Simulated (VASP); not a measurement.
**A VASP 6.6.1 single-point calculation on BaHfO$_{3}$**

INCAR

```
LMAXMIX = 4
EDIFF = 1E-7
LDAUJ = 0 0 0
NSW = 0
SIGMA = 0.02
LDAU = .TRUE.
LASPH = .TRUE.
ISMEAR = -1
LDAUU = 0 8.0 0
LREAL = .FALSE.
LCHARG = .FALSE.
NELM = 120
LWAVE = .FALSE.
ENCUT = 520
LDAUL = -1 2 -1
IBRION = -1
NBANDS = 27
GGA = PE
ISIF = 2
PREC = Accurate
LDAUTYPE = 2
```

KPOINTS

```
KPOINTS created by Atomic Simulation Environment
0
Monkhorst-Pack
6 6 6
0 0 0
```

POSCAR

```
Ba Hf O
 1.0000000000000000
     4.0099764200000001    0.0000000000000000    0.0000000000000000
     0.0000000000000000    4.0099764200000001    0.0000000000000000
     0.0000000000000000    0.0000000000000000    4.2730220946999999
 Ba  Hf  O
   1   1   3
Cartesian
  0.0000000000000000  0.0000000000000000  0.0000000000000000
  2.0049882099999996  2.0049882099999996  2.1365110473500000
  2.0049882099999996  2.0049882099999996  0.0000000000000000
  2.0049882099999996  0.0000000000000000  2.1365110473500000
  0.0000000000000000  2.0049882099999996  2.1365110473500000
```

The recommended PBE PAW datasets give the neutral cell 38 valence electrons.

Command

```
mpirun -np 1 vasp_std
```

OSZICAR

```
N       E                     dE             d eps       ncg     rms          rms(c)
DAV:   1     0.221711152520E+03    0.22171E+03   -0.21251E+04   972   0.138E+03
DAV:   2    -0.344964729553E+02   -0.25621E+03   -0.24706E+03  1198   0.322E+02
DAV:   3    -0.461020622043E+02   -0.11606E+02   -0.11560E+02  1277   0.641E+01
DAV:   4    -0.462611310243E+02   -0.15907E+00   -0.15881E+00  1352   0.689E+00
DAV:   5    -0.462640282441E+02   -0.28972E-02   -0.28970E-02  1237   0.684E-01    0.692E+01
DAV:   6    -0.383188550800E+02    0.79452E+01   -0.34335E+01  1090   0.354E+01    0.590E+01
DAV:   7    -0.382187840137E+02    0.10007E+00   -0.20631E+00  1253   0.874E+00    0.380E+01
DAV:   8    -0.382448428117E+02   -0.26059E-01   -0.56089E-01  1177   0.526E+00    0.988E+00
DAV:   9    -0.382118183591E+02    0.33024E-01   -0.12627E-01  1157   0.239E+00    0.362E+00
DAV:  10    -0.382120121195E+02   -0.19376E-03   -0.11828E-02  1209   0.752E-01    0.115E+00
DAV:  11    -0.382118932848E+02    0.11883E-03   -0.89017E-04  1187   0.204E-01    0.105E-01
DAV:  12    -0.382119349122E+02   -0.41627E-04   -0.46367E-05  1186   0.486E-02    0.866E-02
DAV:  13    -0.382119442261E+02   -0.93138E-05   -0.23647E-05  1223   0.290E-02    0.320E-02
DAV:  14    -0.382119436074E+02    0.61869E-06   -0.13601E-06  1295   0.849E-03    0.186E-02
DAV:  15    -0.382119438674E+02   -0.26003E-06   -0.34305E-07  1196   0.436E-03    0.932E-03
DAV:  16    -0.382119437123E+02    0.15510E-06   -0.37003E-08   603   0.148E-03    0.664E-04
DAV:  17    -0.382119437146E+02   -0.23056E-08   -0.42086E-09   591   0.453E-04
   1 F= -.38211944E+02 E0= -.38211944E+02  d E =-.544530E-13
```

From OUTCAR

```
k-points           NKPTS =     18   k-points in BZ     NKDIM =     18   number of bands    NBANDS=     27

   NELECT =      38.0000    total number of electrons

   dimension x,y,z NGX =    30 NGY =   30 NGZ =   32
   dimension x,y,z NGXF=    60 NGYF=   60 NGZF=   64

  energy-cutoff  :      520.00
  volume of cell :       68.71
      direct lattice vectors                 reciprocal lattice vectors
     4.009976420  0.000000000  0.000000000     0.249378025  0.000000000  0.000000000
     0.000000000  4.009976420  0.000000000     0.000000000  0.249378025  0.000000000
     0.000000000  0.000000000  4.273022095     0.000000000  0.000000000  0.234026405

 k-points in reciprocal lattice and weights: KPOINTS created by Atomic Simulation Env
   0.08333333  0.08333333  0.08333333       0.037
   0.25000000  0.08333333  0.08333333       0.074
   0.41666667  0.08333333  0.08333333       0.074
   0.25000000  0.25000000  0.08333333       0.037
   0.41666667  0.25000000  0.08333333       0.074
   0.41666667  0.41666667  0.08333333       0.037
   0.08333333  0.08333333  0.25000000       0.037
   0.25000000  0.08333333  0.25000000       0.074
   ...

 E-fermi :   3.5880

 k-point     1 :       0.0833    0.0833    0.0833
  band No.  band energies     occupation
      1     -26.7009      2.00000
      2     -26.6999      2.00000
      3     -26.6682      2.00000
      4     -22.0706      2.00000
      5     -13.8681      2.00000
      6     -13.2201      2.00000
      7     -12.9270      2.00000
      8      -7.3360      2.00000
      9      -7.2162      2.00000
     10      -7.1211      2.00000
     11       0.9204      2.00000
     12       1.2170      2.00000
     13       1.3317      2.00000
     14       1.6382      2.00000
     15       1.7679      2.00000
     16       2.0880      2.00000
     17       2.3881      2.00000
     18       2.6459      2.00000
     19       2.7261      2.00000
     20       7.7443      0.00000
     21       8.1045      0.00000
     22       8.2186      0.00000
     23       8.3498      0.00000
     24       8.7022      0.00000
     25       9.6497      0.00000
     26      12.4568      0.00000
     27      12.8087      0.00000

 k-point     2 :       0.2500    0.0833    0.0833
  band No.  band energies     occupation
      1     -26.7815      2.00000
      2     -26.6974      2.00000
      3     -26.6651      2.00000
      4     -22.0243      2.00000
      5     -13.7922      2.00000
      6     -13.0033      2.00000
      7     -12.8862      2.00000
      8      -7.2998      2.00000
      9      -7.2028      2.00000
     10      -7.0093      2.00000
     11       0.2067      2.00000
     12       0.8072      2.00000
     13       1.0820      2.00000
     14       1.2025      2.00000
     15       1.3284      2.00000
     16       1.8334      2.00000
     17       1.9320      2.00000
     18       2.4045      2.00000
     19       2.5264      2.00000
     20       8.4385      0.00000
     21       8.6813      0.00000
     22       9.0728      0.00000
     23       9.4393      0.00000
     24       9.8944      0.00000
     25      10.5545      0.00000
     26      11.8073      0.00000
     27      12.8430      0.00000

 ...

  Total       15.0132513     15.0132513      5.2220429      0.0000000      0.0000000      0.0000000
  in kB      350.0794035    350.0794035    121.7677389      0.0000000      0.0000000      0.0000000
  external PRESSURE =     273.9755153 kB  Pullay stress =       0.0000000 kB

 POSITION                                       TOTAL-FORCE (eV/Angst)
 -----------------------------------------------------------------------------------
      0.00000      0.00000      0.00000         0.000000      0.000000      0.000000
      2.00499      2.00499      2.13651         0.000000      0.000000      0.000000
      2.00499      2.00499      0.00000         0.000000      0.000000      0.000000
      2.00499      0.00000      2.13651         0.000000      0.000000      0.000000
      0.00000      2.00499      2.13651         0.000000      0.000000      0.000000
 -----------------------------------------------------------------------------------
    total drift:                                0.000000      0.000000     -0.000000

  FREE ENERGIE OF THE ION-ELECTRON SYSTEM (eV)
  ---------------------------------------------------
  free  energy   TOTEN  =       -38.2119437146 eV

  energy  without entropy=      -38.2119437146  energy(sigma->0) =      -38.21194371
```

It converged. Results: gap between bands v and c on the k mesh 4.72 eV; least direct gap on the k mesh 5.02 eV; pressure 27.4 GPa. Band v is the last that the valence electrons fill when counted band by band, and c is the next.

The shifted mesh misses Γ, so a band edge there is missed.

For comparison, a separate PBE run of the intended cell, on usual settings and not on those above, gives a gap of 3.49 eV on its mesh and a pressure of 15.7 GPa.

The run above took about 33 s on one core of a shared host (Intel Xeon Platinum 8488C) and held 0.19 GiB at most.
